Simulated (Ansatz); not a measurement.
A single-point calculation of Si built on the diamond prototype with the PAW code Ansatz, at the level r2SCAN. The cell was relaxed with r2SCAN and then strained (epitaxial -4.54 % in the plane normal to [111], free normal strain +2.12 %), with the atoms relaxed again with r2SCAN; k points keep the names of the unstrained zone.

```yaml
crystal:
  lattice:
    - [0.1209227746, 2.7194574729, 2.7194574729]
    - [2.7194574729, 0.1209227746, 2.7194574729]
    - [2.7194574729, 2.7194574729, 0.1209227746]
  atoms:
    - { symbol: Si, position: [0.0030958625, 0.0030958625, 0.0030958625] }
    - { symbol: Si, position: [0.2469041375, 0.2469041375, 0.2469041375] }
kpoints:
  mp_grid: { grid: [8, 8, 8] }
  band_path:
    path:
      - [0.0, 0.0, 0.0]
      - [0.5, 0.0, 0.5]
      - [0.625, 0.25, 0.625]
      - [0.375, 0.375, 0.75]
      - [0.5, 0.5, 0.5]
      - [0.5, 0.25, 0.75]
      - [0.4, 0.0, 0.4]
    npoints: 1
hamiltonian:
  xc: r2scan
scf:
  occupations: { method: fermi_dirac, width: 0.02 }
  n_extra_bands: 4
output:
  forces: true
  stress: true
  eigenvalues: true
```

The output follows, shortened, with numbered blanks.
```
Functional definition: r2SCAN
  parameter k0 = 0.174
  parameter k1 = 0.065
  parameter a1 = 4.9479
  exchange = r2scan_x(k0 = k0, k1 = k1, a1 = a1)
  correlation = r2scan_c
Crystal: 2 atoms, lattice volume = 37.542 Å³
Basis set: ecut = 500 eV, 953 PW (Γ)
Bands: 8, of which v1, the nominal top of the filled ones, is band 4 counted from 1 (3 counted from 0)
Symmetry: 12 space group operations
Space group: R-3m (ITA 166)
k-points: 65 of 512
NSCF: frozen V_eff on 7 k-points
Free energy (F): -1278.000720 eV
Internal energy: -1278.000647 eV  (E = F + TS)
E sigma→0 (E₀):  -1278.000683 eV
Entropy (-TS):   -0.000073 eV (-0.037 meV/atom)
[1]
--- Per-component energies (eV) ---
  E_band       = 11.040720
  E_kinetic    = 83.325286
  E_local      = -49.436722
  E_nonlocal   = 51.040798
  E_hartree    = 14.193276
  E_xc         = -104.124194
  E_vxc        = -100.998326
  E_paw        = -1039.282028
  E_vpaw       = -5.219174
  E_vtau       = 3.942243
  E_ewald      = -233.564204
  E_core_change = -0.152866
  E_smearing   = -0.000073
--- Forces (eV/Å), atoms counted from 1 ---
  atom   1  Si    -0.00320    -0.00320    -0.00320
  atom   2  Si      0.00320      0.00320      0.00320
--- Stress (GPa, compression-positive) ---
[2]
--- Band table (eV; the first three rows and the last of 65) ---
[3]
```

The rows of the band table are 0: (0, 0, 0) = Γ, 1: (0, 0, 1/8), 2: (0, 0, 1/4), 64: (-1/2, -1/2, -1/2) = L.

Problem. Fill in the blanks. They hold the stress, the Fermi energy and the band table.

Solution.
```
[1]
Fermi energy:    7.212401 eV
[2]
        7.984867      -3.993111      -3.993111
       -3.993111       7.984867      -3.993111
       -3.993111      -3.993111       7.984867
  P = ⅓ Tr σ = 7.9849 GPa (79.849 kbar)
[3]
  k-point 0: bands = [-6.1460, 6.3224, 7.1567, 7.1567, 8.8444, 9.9297, 9.9297, 11.9242]
  k-point 1: bands = [-5.9105, 5.3829, 6.1282, 6.7722, 9.2407, 10.0530, 10.4317, 13.1133]
  k-point 2: bands = [-5.2208, 2.8360, 5.6209, 6.1653, 9.1825, 10.3657, 10.8842, 13.8522]
  k-point 64: bands = [-3.8713, -0.8973, 5.9886, 5.9886, 9.7355, 10.7547, 10.7547, 15.8544]
```
The trailing digits, and the zero of the energies, depend on the potentials and thresholds.

With r2SCAN the valence top lies at Γ and the conduction bottom at X, 0.12 eV higher; the smallest vertical gap, at Γ, is 1.69 eV. (Strain can split the valleys, and only one was followed off the mesh: the true gap may be a little smaller.) The gap is the least over the mesh and the extra points. The mean pressure at these positions is +7.98 GPa, compression counted positive.

(Simulation; spin polarisation is off.)
